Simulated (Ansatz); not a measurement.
## BAs

**What was measured.** A cell as deposited of cubic BAs (space group F-43m), temperature not stated, from the Crystallography Open Database (1963), has a = 4.777 Å and 13.63 Å³/atom.

From “Basic Physical Properties of Cubic Boron Arsenide”, 2019, arxiv:1911.11281, for a bulk crystal of BAs: bulk modulus 148 GPa.

Computed with Ansatz (plane waves, PAW, 420 eV cutoff): PBEsol, scalar-relativistic, no spin polarisation, 12×12×12 k-mesh, Gaussian smearing of 0.05 eV; PAW files: Ansatz's generated set soft_2.

Space group F-43m (No. 216). a = 4.768 Å, b = 4.768 Å, c = 4.768 Å, α = 90.00°, β = 90.00°, γ = 90.00°
```csv
atom,site,symmetry,x,y,z
B,4a,-43m,0.0000,0.0000,0.0000
As,4c,-43m,0.2500,0.2500,0.2500
```

The chain of runs began from a cell as deposited in COD, expanded in volume.

The cell above was scaled in volume, its shape and atoms being fixed by the lattice's symmetry. Energies are counted from the cell above.

Cell and atoms are those of this level's equilibrium.

| V (Å³/atom) | ΔE (meV/atom) | P from the stress (GPa) |
| --- | --- | --- |
| 13.006 | 10.17 | 6.23 |
| 13.277 | 2.46 | 2.96 |
| 13.548 | 0.00 | 0.00 |
| 13.819 | 2.30 | -2.67 |
| 14.090 | 8.89 | -5.08 |

Task: Do the energies and the pressures agree? Compare −ΔE/ΔV between neighbouring points (1 meV/Å³ = 0.1602 GPa) with the mean of their pressures.

Result: 
```csv
interval (Å³/atom),−ΔE/ΔV (GPa),mean P (GPa)
13.01 to 13.28,4.6,4.6
13.28 to 13.55,1.5,1.5
13.55 to 13.82,-1.4,-1.3
13.82 to 14.09,-3.9,-3.9
```
They differ by 0.03 GPa at most.

Task: What do the two routes give for V0, B0 and B0′?

Result: A third-order Birch–Murnaghan fit of the energies: V0 = 13.55 Å³/atom, B0 = 140 GPa, B0′ = 4.1. A polynomial of P in ln V, with B = −dP/d ln V at P = 0: V0 = 13.55 Å³/atom, B0 = 140 GPa, B0′ = 4.1.

B0·V0 = 140.3 GPa × 13.55 Å³ = 11.87 eV/atom sets the scale: near the minimum ΔE ≈ ½ B0 V0 x², with x = V/V0 − 1, and a pressure of 1.4 GPa squeezes the volume by about 1 %. At the ends of the curve: x = −4.0 % predicts 9.5 meV/atom and the run gives 10.2; x = +4.0 % predicts 9.5 meV/atom and the run gives 8.9. The curve is steeper than the parabola on the compressed side and flatter on the expanded side: the bulk modulus rises with pressure.

**Comparison.** The computed cell (4.768 Å, 13.55 Å³/atom) differs from the database's by −0.6 % in volume, about −0.2 % in length. Agreement this close is partly luck: the calculation is for a static lattice, the crystal has zero-point motion and thermal expansion, roughly 0.7 to 1.6 % in volume at 300 K (room temperature assumed) by Grüneisen's rule, γ·3k_BT/(B0·V0) with γ of 1 to 2.5. Measured bulk modulus of BAs: 148 GPa (quoted in “Basic Physical Properties of Cubic Boron Arsenide”, 2019, arxiv:1911.11281). This calculation gives 140 GPa (-5.2 %).

